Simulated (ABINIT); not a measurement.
Runs of ABINIT 10.8.3 (patched build) on Si2Ni. The structure is cubic, space group Fm-3m (No. 225). Conventional cell: a = 5.406 Å, b = 5.406 Å, c = 5.406 Å, α = 90.00°, β = 90.00°, γ = 90.00°. Ni (site symmetry m-3m) is surrounded by 8 Si at 2.34 Å. Si (site symmetry -43m) is surrounded by 4 Ni at 2.34 Å. 

```csv
task,level,potentials or basis,U,cell,k mesh,cutoff (eV),bands in the sums,broadening (eV),scissor shift (eV),tensor components,double counting (usepawu),mesh quality,gap on the mesh (eV),pressure (GPa),moment (μB)
optical spectrum,LDA,PseudoDojo NC SR LDA v0.4.1 standard,-,as given,"6 × 6 × 6, with 4 shifts",1252,25,0.2,0,[11],-,not flagged,-,(a),0.00
Hubbard U by linear response,RPBE+U,JTH PAW PBE v2.0,Ni d U = 0 eV,as given,4 × 4 × 4,1116,-,-,-,-,1,coarse,none,7.0,0.00
relaxation of cell and atoms,LDA,PseudoDojo NC SR LDA v0.4.1 standard,-,relaxed,7 × 7 × 7,1333,-,-,-,-,-,not flagged,none,0.0,0.00
Hund's J by linear response,LDA+U,JTH PAW LDA v2.0,Ni d U = 2 eV,as given,4 × 4 × 4,1116,-,-,-,-,1,coarse,none,-3.7,0.00
single point,LDA,PseudoDojo NC SR LDA v0.4.1 standard,-,as given,7 × 7 × 7,1252,-,-,-,-,-,not flagged,none,-5.7,0.00
single point,LDA,PseudoDojo NC SR LDA v0.4.1 standard,-,cell relaxed,7 × 7 × 7,1333,-,-,-,-,-,not flagged,none,0.0,0.00
```

Alike in all rows: spin collinear, ferromagnetic start; smearing fermi-dirac 0.05 eV.

Estimate the missing entries.

(a) -5.8.

Caveats: some runs use coarse meshes; small starting moments can end in a higher magnetic state in this program (some runs); the shifted atom has its images in every cell, so this scalar value isn't converged in cell size and belongs to these projectors alone (some runs); the starting moments collapsed, and a magnetic state may lie lower (some runs); the U is typed as a test and isn't derived for this compound (some runs); the intraband (Drude) term is left out (some runs); spectra need much finer meshes, so this one isn't converged (some runs); independent-particle spectra lack excitons (some runs).

A gap of «none» marks a metal or a gap under the smearing width.

Runs at the PBE level aren't shown here.
